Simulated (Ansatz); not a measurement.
## NaF (Villiaumite) under changes of volume

One of the cells (12.487 Å³/atom); the others are scaled copies at fixed shape and fractional positions:

```xyz
2
Lattice="0.0000 2.3200 2.3200 2.3200 0.0000 2.3200 2.3200 2.3200 0.0000" Properties=species:S:1:pos:R:3 pbc="T T T"
Na    0.0000    0.0000    0.0000
F     2.3200    2.3200    2.3200
```

| Property | Result |
| --- | --- |
| Program | Ansatz 0.2.0 |
| Functional | PBE |
| Potentials or basis | Ansatz PAW |
| Cutoff | 420 eV (not typed: the program's choice for these potentials) |
| k mesh | 10 × 10 × 10 |
| Occupations | fermi-dirac, width 0.05 eV |
| Spin | no spin polarisation |

```tsv
volume (Å³/atom)	energy over the lowest point (meV/atom)	pressure (GPa)	gap on the mesh (eV)
11.738	?	?	?
11.988	12.53	4.3	6.52
12.237	6.76	3.0	6.41
12.487	2.91	1.9	6.29
12.737	0.72	0.9	6.19
12.987	0.00	0.0	6.09
13.236	0.67	-0.8	5.99
```

Problem. What does the run at 11.738 Å³/atom give?

Solution. Energy over the lowest point 20.33 meV/atom; pressure 5.7 GPa; gap on the mesh 6.64 eV.

Worked out: A Birch-Murnaghan fit of order 3 (a polynomial in V^(-2/3)) to the other rows has its minimum at 12.99 Å³/atom with B0 = V·E''(V) = 44 GPa and B' = 5.0. It gives 20.42 meV/atom at 11.738 Å³/atom, against the run's 20.33, and -dE/dV = 5.8 GPa, against 5.7. A straight line through the other rows of the gap, of slope -5.35 eV per unit of ln V (its deformation potential), extrapolates to 6.63 eV, against the run's 6.64.

Energies are extrapolated to zero smearing.

A mesh can miss the band edges.
